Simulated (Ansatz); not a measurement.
# Co: the cost of one run

Program: Ansatz 0.2.0. Level of theory: DFT HSE06, PAW, plane waves, scalar-relativistic. These are calculated values, not measurements.

The COD cell was measured well above room temperature, so it is larger than a cold one.

### Step 1. The system as given

It takes space group Fm-3m (No. 225, cubic). The conventional cell has a = 3.584 Å, b = 3.584 Å, c = 3.584 Å, α = 90.00°, β = 90.00°, γ = 90.00°. Co (site symmetry m-3m) is surrounded by 12 Co at 2.53 Å.

Coordinates:

```
CELL_PARAMETERS angstrom
3.58350 1.79175 1.79175
1.79175 3.58350 1.79175
1.79175 1.79175 3.58350
ATOMIC_POSITIONS crystal
Co 0.00000 0.00000 0.00000
Co 0.50000 0.50000 0.50000
```

Labels such as Co2 number the atoms in the order of the input file.

First come: parallel moments, plain SCF; opposed moments +-, plain SCF; no spin polarisation; spin on, no moments given (the program may seed its own), plain SCF. What is tried next depends on their ends.

A plain SCF has the search for lower states switched off and ends at the first converged state. Under a hybrid the search levels only allow a further exchange loop from another filling of the frontier levels; the end state isn't tested for a lower one. Iterations are summed over the PBE start and the exchange cycles. 

Moments by site are taken inside atomic spheres; the rest lies between them.

### Step 2. Parallel moments, plain SCF

Contents of input.yaml:

```yaml
crystal:
  lattice:
    - [3.5835, 1.79175, 1.79175]
    - [1.79175, 3.5835, 1.79175]
    - [1.79175, 1.79175, 3.5835]
  atoms:
    - { symbol: Co, position: [0.0, 0.0, 0.0], spin: 3.0 }
    - { symbol: Co, position: [0.5, 0.5, 0.5], spin: 3.0 }
magnetization:
  spin_polarized: true
hamiltonian:
  xc: hse06
  pseudopotentials: { kind: paw }
basis:
  ecutwfc: 420
kpoints:
  mp_grid: { grid: [6, 6, 6] }
scf:
  occupations: { method: fermi_dirac, width: 0.05 }
  lower_state_search: "off"
output:
  forces: true
  stress: true
```

On the command line:

```console
$ ansatz run input.yaml --threads 4 --pin off --max-ram 10240MiB --backend cpu --events-out ev --progress --plain --runs-dir out
```

**Question.** How long does this run take on 4 threads of Arm Neoverse V2, shared host, and how much memory does it need?

About 22 s, with a peak of 0.91 GiB.
